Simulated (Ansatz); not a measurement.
Rows from a G0W0 calculation on MoP2SeS (van der Waals superlattice) (P3m1) (Ansatz 0.2.0; G0W0 on PBE, plane waves, PAW; PAW set soft_1; 9×9×2 mesh, 418 empty bands, screening to 150 eV, PAW set soft_1 files), in eV. Spin-orbit coupling is left out.

The structure was built from a prototype and need not be the compound's stable phase.

```csv
row,Σx,Σc,Vxc,Z
A,-18.97,0.30,-18.63,0.73
B,-7.82,-3.76,-11.69,0.77
C,-18.28,0.53,-17.51,0.74
D,-13.88,-4.34,-18.49,0.73
E,-16.68,0.96,-15.22,0.76
F,-16.10,-3.96,-20.44,0.72
```

**Question.** Which rows are filled states and which are empty ones, and how can one tell?

Filled: A, C and E. Empty: B, D and F. The sign of Σc tells: for a filled state bare exchange, which holds its interaction with itself, lies below Vxc (Σx − Vxc is -0.3 eV or lower here) and screening gives part back as a positive Σc. For an empty state Σx lies above Vxc (+3.9 eV or more) and the Coulomb hole leaves Σc negative.

[Paths, hosts, dates, memory and timing lines, banners, echoed tables and standing remarks are left out of the program output.]

[Logs are printed without paths, hosts, clocks, repeated set-up lines and the standing remarks that a program may print on its own settings, such as how far it seeks lower states.]

[Runs of the session that timed out or met a known fault of the program may be left out.]

[Cells called generated may have been cut or substituted from an entry of the Crystallography Open Database or the Materials Project.]

[Hosts, paths, dates, database ids (printed as entryN), source tags and the programs' standing remarks are cut or masked in the printed files.]
